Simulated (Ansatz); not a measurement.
**Sn: preparing bulk and slab**

This session takes Sn and sets out to cut and relax a (111) slab.

Computed with Ansatz 0.2.0 (DFT PBE, scalar-relativistic, plane waves, PAW, unless a step's input says otherwise).

1 further run of the same task is left out (set aside as unsound or not needed).

## Step 1: The system as given

Symmetry: Fd-3m, No. 227, cubic system. Conventional cell: a = 6.656 Å, b = 6.656 Å, c = 6.656 Å, α = 90.00°, β = 90.00°, γ = 90.00°. Around Sn (site symmetry -43m) lie 4 Sn at 2.88 Å.

As a file:

```cif
data_structure
_symmetry_space_group_name_H-M 'P 1'
_symmetry_Int_Tables_number 1
_cell_length_a 4.7067
_cell_length_b 4.7067
_cell_length_c 4.7067
_cell_angle_alpha 60.000
_cell_angle_beta 60.000
_cell_angle_gamma 60.000
_cell_volume 73.73
loop_
_atom_site_label
_atom_site_type_symbol
_atom_site_fract_x
_atom_site_fract_y
_atom_site_fract_z
_atom_site_occupancy
Sn1 Sn 0.50000 0.50000 0.50000 1
Sn2 Sn 0.75000 0.75000 0.75000 1
```

This cell was relaxed beforehand with the same method: volume 36.86 Å³/atom, gap on the mesh none (metal).

## Step 2: Cutting the slab

Miller indices refer to the conventional cell of the relaxed bulk, Fd-3m (No. 227): a = 6.656 Å, b = 6.656 Å, c = 6.656 Å, α = 90.00°, β = 90.00°, γ = 90.00°.

A (111) slab, 4.8 Å thick as cut, with 16 Å of vacuum, in a 2×2 surface cell; its outer planes are Sn (top) and Sn (bottom).

The slab as cut. Layers, bottom to top:

```csv
plane,atoms per cell,height over the lowest (Å)
1,Sn4,0.00
2,Sn4,0.96
3,Sn4,3.84
4,Sn4,4.80
```

## Step 3: The clean surface, relaxed

input.yaml

```yaml
crystal:
  lattice:
    - [9.4134234586, 0.0, 0.0]
    - [-4.7067117293, 8.1522638517, 0.0]
    - [0.0, 0.0, 20.803767543]
  atoms:
    - { symbol: Sn, position: [0.6666666667, 0.3333333333, 0.3845457311] }
    - { symbol: Sn, position: [0.6666666667, 0.8333333333, 0.3845457311] }
    - { symbol: Sn, position: [0.1666666667, 0.3333333333, 0.3845457311] }
    - { symbol: Sn, position: [0.1666666667, 0.8333333333, 0.3845457311] }
    - { symbol: Sn, position: [0.5, 0.5, 0.4307274387] }
    - { symbol: Sn, position: [0.5, 0.0, 0.4307274387] }
    - { symbol: Sn, position: [0.0, 0.5, 0.4307274387] }
    - { symbol: Sn, position: [0.0, 0.0, 0.4307274387] }
    - { symbol: Sn, position: [0.0, 0.5, 0.5692725613] }
    - { symbol: Sn, position: [0.0, 0.0, 0.5692725613] }
    - { symbol: Sn, position: [0.5, 0.5, 0.5692725613] }
    - { symbol: Sn, position: [0.5, 0.0, 0.5692725613] }
    - { symbol: Sn, position: [0.8333333333, 0.6666666667, 0.6154542689] }
    - { symbol: Sn, position: [0.8333333333, 0.1666666667, 0.6154542689] }
    - { symbol: Sn, position: [0.3333333333, 0.6666666667, 0.6154542689] }
    - { symbol: Sn, position: [0.3333333333, 0.1666666667, 0.6154542689] }
basis:
  ecutwfc: 420
kpoints:
  mp_grid: { grid: [3, 3, 1] }
hamiltonian:
  xc: pbe
scf:
  occupations: { method: gaussian, width: 0.1 }
output:
  forces: true
  eigenvalues: true
  write_density: true
  write_potential: true
  elf: true
  volumetric_format: npy
relax:
  adjacent_minimum: "off"
  f_tol: 0.03
  max_steps: 70
  constraints: [{ sites: [0, 1, 2, 3, 4, 5, 6, 7] }]
efield:
  axis: 3
  dipole_correction: true
  ramp_width: 0.04
```

Started as:

```console
> ansatz run input.yaml --threads 4 --pin off --max-ram 10240MiB --backend cpu --events-out ev --progress --plain --runs-dir out
```

Before running it: what results should come out? Wanted: clean slab: work function; clean slab: dipole along +c.

**Answer**, as computed:

| quantity | value |
| --- | --- |
| clean slab: work function | 4.26 eV (top face), 4.29 eV (bottom face) |
| clean slab: dipole along +c | 0.013 e·Å per cell |
